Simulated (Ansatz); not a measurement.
**Ge under changes of volume**

One of the cells (19.607 Å³/atom); the others are scaled copies at fixed shape and fractional positions:

```
Ge
1.0
     1.39715   -2.60052    0.00000
     1.39715    2.60052    0.00000
     0.00000    0.00000    2.69823
Ge
1
Direct
  0.50000 0.50000 0.00000
```

This isn't the form of Ge at room conditions, which is diamond.

- Program: Ansatz 0.2.0
- Functional: PBEsol
- Potentials or basis: all-electron LAPW, scalar-relativistic
- Cutoff: 247 eV (chosen from the basis error)
- Basis error allowed: 0.001 eV/atom
- k mesh: 11 × 11 × 10
- Occupations: fermi-dirac, width 0.05 eV
- Spin: no spin polarisation

```csv
volume (Å³/atom),energy over the lowest point (meV/atom),pressure (GPa)
18.431,0.00,0.1
18.823,1.70,-1.4
19.215,?,?
19.607,15.47,-4.0
19.999,26.77,-5.1
20.391,40.59,-6.1
20.783,56.59,-6.9
```

Q: What does the run at 19.215 Å³/atom give?

A: Energy over the lowest point 6.99 meV/atom; pressure -2.8 GPa.

Worked out: A Birch-Murnaghan fit of order 3 (a polynomial in V^(-2/3)) to the other rows has its minimum at 18.46 Å³/atom with B0 = V·E''(V) = 78 GPa and B' = 4.7 at fixed shape and positions, which overstates the stiffness. It gives 6.99 meV/atom at 19.215 Å³/atom, against the run's 6.99, and -dE/dV = -2.8 GPa, against -2.8.

Energies are extrapolated to zero smearing.
